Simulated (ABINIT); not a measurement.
# BaTiO3 (P4mm) in ABINIT: single point with PBE

Aim: the single point of BaTiO3 with PBE.

Everything below comes from runs of ABINIT 10.8.3 (patched build). Logs are shortened: lines on timing, memory, paths and dates and some standing lists are left out, and cuts for length are marked. The log counts tension as positive stress, the text compression.

### Step 1. Starting point

It takes space group P4mm (No. 99, tetragonal). Conventional cell: a = 4.000 Å, b = 4.000 Å, c = 4.018 Å, α = 90.00°, β = 90.00°, γ = 90.00°. Ba (site symmetry 4mm) is surrounded by 12 O at 2.79 to 2.88 Å. Ti (site symmetry 4mm) is surrounded by 6 O at 1.89 to 2.13 Å. Around O (site symmetry 2mm) lie 2 Ti at 2.00 Å. O (site symmetry 4mm) has 2 Ti at 1.89 to 2.13 Å as nearest neighbours.

### Step 2. Single point, PBE, spin-orbit coupling, no magnetisation

The input, run.abi:

```
# Pseudopotentials
pp_dirpath "./"
pseudos "Ba.GGA_PBE-JTH.xml, Ti.GGA_PBE-JTH.xml, O.GGA_PBE-JTH.xml"

# Structure
acell 3*1.0
rprim
     7.5585265533     0.0000000000     0.0000000000
     0.0000000000     7.5585265533     0.0000000000
     0.0000000000     0.0000000000     7.5929195687
ntypat 3
znucl 56 22 8
natom 5
typat 1 2 3 3 3
xred
     0.0000000000     0.0000000000     0.0000000000
     0.5000000000     0.5000000000     0.4900000000
     0.0000000000     0.5000000000     0.5170000000
     0.5000000000     0.0000000000     0.5170000000
     0.5000000000     0.5000000000     0.0190000000

# Plane-wave basis
ecut 19.0
pawecutdg 38.0

# k points
kptopt 4
ngkpt 5 5 5
nshiftk 1
shiftk 0.0 0.0 0.0

# Exchange and correlation
ixc 11

# Bands and occupations
nband 48
occopt 3
tsmear 0.00183747

# Spin
nspinor 2
nspden 1
pawspnorb 1

# SCF cycle
nstep 100
tolvrs 1.0e-9

# Output
iomode 3
prtwf 0
prtden 0
prteig 0
prtebands 0
enunit 2
prtvol 2
```

Potentials or basis: JTH PAW PBE v2.0.

Started as:

```bash
abinit run.abi > log 2>&1
```

run.abo:

```text
.Version 10.8.3 of ABINIT
 Symmetries : space group P4 (# 75); Bravais tP (primitive tetrag.)
================================================================================
 Values of the parameters that define the memory need of the present run
     intxc =       0    ionmov =       0      iscf =      17    lmnmax =      18
     lnmax =       6     mgfft =      30  mpssoang =       3    mqgrid =    3001
     natom =       5  nloc_mem =       2    nspden =       1   nspinor =       2
    nsppol =       1      nsym =       4    n1xccc =       1    ntypat =       3
    occopt =       3   xclevel =       2
       mpw =        1743          nfft =       27000          nkpt =          35
 PAW method is used; the additional fine FFT grid is defined by:
   mgfftf=        45    nfftf =     91125
================================================================================
================================================================================

--------------------------------------------------------------------------------
------------- Echo of variables that govern the present computation ------------
--------------------------------------------------------------------------------
 -outvars: echo values of preprocessed input variables --------
            acell      1.0000000000E+00  1.0000000000E+00  1.0000000000E+00 Bohr
              amu      1.37327000E+02  4.78800000E+01  1.59994000E+01
             ecut      1.90000000E+01 Hartree
           enunit           2
              ixc          11
           kptopt           4
         kptrlatt        5    0    0      0    5    0      0    0    5
          kptrlen      3.77926328E+01
            natom           5
            nband          48
            ngfft          30      30      30
          ngfftdg          45      45      45
             nkpt          35
          nspinor           2
            nstep         100
             nsym           4
           ntypat           3
           occopt           3
        pawcpxocc           2
        pawecutdg      3.80000000E+01 Hartree
        pawspnorb           1
         pawxcdev           0
           prtden           0
        prtebands           0
           prteig           0
           prtvol           2
            prtwf           0
            rprim      7.5585265533E+00  0.0000000000E+00  0.0000000000E+00
                       0.0000000000E+00  7.5585265533E+00  0.0000000000E+00
                       0.0000000000E+00  0.0000000000E+00  7.5929195687E+00
          spgroup          75
           tolvrs      1.00000000E-09
           tsmear      1.83747000E-03 Hartree
            typat      1  2  3  3  3
           useylm           1
           xangst      0.0000000000E+00  0.0000000000E+00  0.0000000000E+00
                       1.9998999986E+00  1.9998999986E+00  1.9688199987E+00
                       0.0000000000E+00  1.9998999986E+00  2.0773059986E+00
                       1.9998999986E+00  0.0000000000E+00  2.0773059986E+00
                       1.9998999986E+00  1.9998999986E+00  7.6341999948E-02
            xcart      0.0000000000E+00  0.0000000000E+00  0.0000000000E+00
                       3.7792632767E+00  3.7792632767E+00  3.7205305887E+00
                       0.0000000000E+00  3.7792632767E+00  3.9255394170E+00
                       3.7792632767E+00  0.0000000000E+00  3.9255394170E+00
                       3.7792632767E+00  3.7792632767E+00  1.4426547181E-01
             xred      0.0000000000E+00  0.0000000000E+00  0.0000000000E+00
                       5.0000000000E-01  5.0000000000E-01  4.9000000000E-01
                       0.0000000000E+00  5.0000000000E-01  5.1700000000E-01
                       5.0000000000E-01  0.0000000000E+00  5.1700000000E-01
                       5.0000000000E-01  5.0000000000E-01  1.9000000000E-02
            znucl       56.00000   22.00000    8.00000

================================================================================

 chkinp: Checking input parameters for consistency.

================================================================================
== DATASET  1 ==================================================================

[... 903 lines left out ...]
   0.01863    0.01865    0.02825    0.02828    0.05102    0.05115    0.06033    0.06047
   0.06767    0.06813    0.12006    0.12040    0.12583    0.12584    0.14645    0.14646
   0.28544    0.28575    0.28673    0.28682    0.29565    0.29574    0.36418    0.36433
      occupation numbers for kpt#  35
   1.00000    1.00000    1.00000    1.00000    1.00000    1.00000    1.00000    1.00000
   1.00000    1.00000    1.00000    1.00000    1.00000    1.00000    1.00000    1.00000
   1.00000    1.00000    1.00000    1.00000    1.00000    1.00000    1.00000    1.00000
   1.00000    1.00000    1.00000    1.00000    1.00000    1.00000    1.00000    1.00000
   1.00000    1.00000    1.00000    1.00000    1.00000    1.00000    1.00000    1.00000
   0.00000    0.00000    0.00000    0.00000    0.00000    0.00000    0.00000    0.00000
 Fermi (or HOMO) energy (eV) =   5.04466   Average Vxc (eV)= -11.31314
 Eigenvalues (   eV  ) for nkpt=  35  k points:
 kpt#   1, nband= 48, wtk=  0.00800, kpt=  0.0000  0.0000  0.0000 (reduced coord)
 -52.37692  -52.37692  -29.04105  -29.04105  -28.39987  -28.39987  -28.37971  -28.37971
 -20.66871  -20.66871  -12.74769  -12.74769  -12.10144  -12.10144  -12.04402  -12.04402
  -7.10672   -7.10672   -5.27323   -5.27323   -5.27219   -5.27219    1.70958    1.70958
   1.92868    1.92868    1.93727    1.93727    2.93582    2.93582    2.94797    2.94797
   3.03501    3.03501    3.79932    3.79932    3.92748    3.92748    3.93616    3.93616
   5.96089    5.96089    6.16646    6.16646    6.19006    6.19006    8.16478    8.20770
 kpt#   2, nband= 48, wtk=  0.03200, kpt=  0.2000  0.0000  0.0000 (reduced coord)
 -52.37653  -52.37653  -29.04661  -29.04583  -28.40552  -28.40425  -28.38696  -28.38659
 -20.62812  -20.62805  -12.79455  -12.79147  -12.07877  -12.07736  -12.00044  -11.99838
  -7.03359   -7.02795   -5.20805   -5.20801   -5.15722   -5.15462    1.24461    1.25671
   1.69135    1.70449    1.80018    1.80204    2.52371    2.54631    2.62884    2.62997
   2.75988    2.76351    3.16229    3.17940    3.59076    3.60632    3.70823    3.72822
   6.21525    6.21867    6.64680    6.65252    6.68275    6.69508    8.23226    8.23428
 kpt#   3, nband= 48, wtk=  0.03200, kpt=  0.4000  0.0000  0.0000 (reduced coord)
 -52.37589  -52.37589  -29.05529  -29.05480  -28.42099  -28.42023  -28.39002  -28.38981
 -20.56068  -20.56064  -12.95837  -12.95684  -12.05376  -12.05368  -11.79592  -11.79403
[... 213 lines left out ...]
   7.14166    7.15237    7.66861    7.67918    7.70812    7.71998    9.55855    9.56392
 kpt#  34, nband= 48, wtk=  0.03200, kpt= -0.4000  0.2000 -0.2000 (reduced coord)
 -52.37514  -52.37514  -29.06501  -29.06406  -28.42752  -28.42666  -28.40661  -28.40560
 -20.50823  -20.50821  -12.63346  -12.63050  -11.99577  -11.99245  -11.89883  -11.89493
  -7.07068   -7.03482   -5.38626   -5.36798   -5.07098   -5.03778    0.21296    0.21567
   0.88124    0.88647    1.24736    1.26325    1.32499    1.33226    1.72932    1.75962
   2.15764    2.17350    3.13550    3.14363    3.36281    3.36769    3.44962    3.46279
   7.14166    7.15237    7.66861    7.67918    7.70812    7.71998    9.55855    9.56392
 kpt#  35, nband= 48, wtk=  0.03200, kpt=  0.4000  0.4000 -0.2000 (reduced coord)
 -52.37451  -52.37451  -29.07263  -29.07193  -28.42669  -28.42655  -28.42547  -28.42479
 -20.46518  -20.46518  -12.37145  -12.36811  -11.94354  -11.94351  -11.92001  -11.91855
  -7.21282   -7.18438   -5.57672   -5.57671   -5.31415   -5.28052    0.04199    0.04588
   0.50705    0.50744    0.76884    0.76956    1.38821    1.39180    1.64160    1.64543
   1.84147    1.85390    3.26707    3.27621    3.42388    3.42429    3.98497    3.98536
   7.76709    7.77574    7.80244    7.80489    8.04506    8.04755    9.90977    9.91393
 Total charge density [el/Bohr^3]
)     Maximum=    1.4013E+00  at reduced coord.    0.5111    0.5111    0.4889
)Next maximum=    1.4013E+00  at reduced coord.    0.4889    0.5111    0.4889
)     Minimum=   -2.1176E-01  at reduced coord.    0.0000    0.0000    0.0000
)Next minimum=   -1.9042E-01  at reduced coord.    0.0000    0.0000    0.0222
   Integrated=    4.0000E+01

--- !EnergyTerms
iteration_state     : {dtset: 1, }
comment             : Components of total free energy in Hartree
kinetic             :  3.97239792638489E+01
hartree             :  2.94348419612055E+01
xc                  : -2.18774740411771E+01
Ewald energy        : -1.03499980227469E+02
psp_core            :  9.30927814466204E+00
local_psp           : -9.02124748935188E+01
PAW spherical_terms :  3.85466061600506E+00
internal            : -1.33267169176444E+02
'-kT*entropy'       : -2.55618973784813E-11
total_energy        : -1.33267169176469E+02
total_energy_eV     : -3.62638441436940E+03
...

--- !EnergyTermsDC
iteration_state     : {dtset: 1, }
comment             : '"Double-counting" decomposition of free energy'
band_energy         : -1.42973175945865E+01
Ewald energy        : -1.03499980227469E+02
psp_core            :  9.30927814466204E+00
xc_dc               : -2.77217089019384E+01
PAW spherical_terms :  2.94255928852144E+00
internal            : -1.33267169290811E+02
'-kT*entropy'       : -2.55618973784813E-11
total_energy_dc     : -1.33267169290836E+02
total_energy_dc_eV  : -3.62638441748149E+03
...

--- !EnergyTermsWithPAWCore
iteration_state     : {dtset: 1, }
comment             : 'Components of total free energy, including PAW core contributions'
Total energy        : -9.21556827544179E+03
Total energy DC     : -9.21556827555616E+03
Total energy (eV)   : -2.50768387819256E+05
Total energy DC (eV): -2.50768387822368E+05
...

 Cartesian components of stress tensor (hartree/bohr^3)
  sigma(1 1)= -9.70388468E-05  sigma(3 2)=  0.00000000E+00
  sigma(2 2)= -9.70388468E-05  sigma(3 1)=  0.00000000E+00
  sigma(3 3)= -1.29487960E-04  sigma(2 1)=  0.00000000E+00

-Cartesian components of stress tensor (GPa)         [Pressure=  3.1732E+00 GPa]
- sigma(1 1)= -2.85498144E+00  sigma(3 2)=  0.00000000E+00
- sigma(2 2)= -2.85498144E+00  sigma(3 1)=  0.00000000E+00
- sigma(3 3)= -3.80966732E+00  sigma(2 1)=  0.00000000E+00

== END DATASET(S) ==============================================================
================================================================================

 -outvars: echo values of variables after computation  --------
            acell      1.0000000000E+00  1.0000000000E+00  1.0000000000E+00 Bohr
           etotal     -1.3326716929E+02
            fcart     -0.0000000000E+00 -0.0000000000E+00  1.3065847653E-03
                      -0.0000000000E+00 -0.0000000000E+00 -2.7547327354E-03
                      -0.0000000000E+00 -0.0000000000E+00 -2.1835500086E-03
                      -0.0000000000E+00 -0.0000000000E+00 -2.1835500086E-03
                      -0.0000000000E+00 -0.0000000000E+00  5.8152479872E-03
            rprim      7.5585265533E+00  0.0000000000E+00  0.0000000000E+00
                       0.0000000000E+00  7.5585265533E+00  0.0000000000E+00
                       0.0000000000E+00  0.0000000000E+00  7.5929195687E+00
           strten     -9.7038846830E-05 -9.7038846830E-05 -1.2948796024E-04
                       0.0000000000E+00  0.0000000000E+00  0.0000000000E+00
           xangst      0.0000000000E+00  0.0000000000E+00  0.0000000000E+00
                       1.9998999986E+00  1.9998999986E+00  1.9688199987E+00
                       0.0000000000E+00  1.9998999986E+00  2.0773059986E+00
                       1.9998999986E+00  0.0000000000E+00  2.0773059986E+00
                       1.9998999986E+00  1.9998999986E+00  7.6341999948E-02
             xred      0.0000000000E+00  0.0000000000E+00  0.0000000000E+00
                       5.0000000000E-01  5.0000000000E-01  4.9000000000E-01
                       0.0000000000E+00  5.0000000000E-01  5.1700000000E-01
                       5.0000000000E-01  0.0000000000E+00  5.1700000000E-01
                       5.0000000000E-01  5.0000000000E-01  1.9000000000E-02
 Calculation completed.
```

Run time: 9.1 min. Hardware: 1 thread of Arm Neoverse N1, shared host; peak memory 0.21 GiB.

Results:

```
Free energy            : -3626.3844 eV
Pressure               : 3.2 GPa
Largest force          : 0.299 eV/Å
Band gap on the k mesh : 1.95 eV, indirect (least direct gap 2.02 eV)
```

Forces in eV/Å, atoms in the order of the input:
```
Ba   0.000  0.000  0.067
Ti   0.000  0.000 -0.142
O    0.000  0.000 -0.112
O    0.000  0.000 -0.112
O    0.000  0.000  0.299
```

Stress tensor (GPa, compression positive):
```
2.85 0.00 0.00
0.00 2.85 0.00
0.00 0.00 3.81
```

Caveat: this set's barium file shifts pressures by 1.5 GPa and gaps by 0.1 eV against other sets; an odd mesh through Γ misses points on the zone boundary, where band edges often lie; the atomic spheres overlap.
